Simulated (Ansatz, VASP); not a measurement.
**Two plane-wave programs on KBr**

```
CELL_PARAMETERS angstrom
3.59976 0.00000 0.00000
0.00000 3.59976 0.00000
0.00000 0.00000 3.59976
ATOMIC_POSITIONS crystal
K 0.00000 0.00000 0.00000
Br 0.50000 0.50000 0.50000
```

Alike in both runs: task single point; functional PBE; k mesh 6 × 6 × 6; occupations gaussian, width 0.02 eV; no spin polarisation.

|  | VASP | Ansatz |
| --- | --- | --- |
| version | VASP 6.6.1 | Ansatz 0.2.0 |
| potentials or method | VASP PAW PBE potentials, release 64 (K_sv, Br) | scalar-relativistic, plane waves, PAW |
| plane-wave cutoff (eV) | 520 | 420 |
| valence electrons in the cell | 16 | 16 |

|  | VASP | Ansatz | Ansatz less VASP |
| --- | --- | --- | --- |
| gap on the k mesh at the Fermi level (eV) | 5.06 | 5.07 | +0.004 |
| least direct gap on the mesh (eV) | 5.06 | 5.07 | +0.004 |
| pressure (GPa) | 12.6 | 12.4 | -0.19 |

A k mesh can miss the band edges.
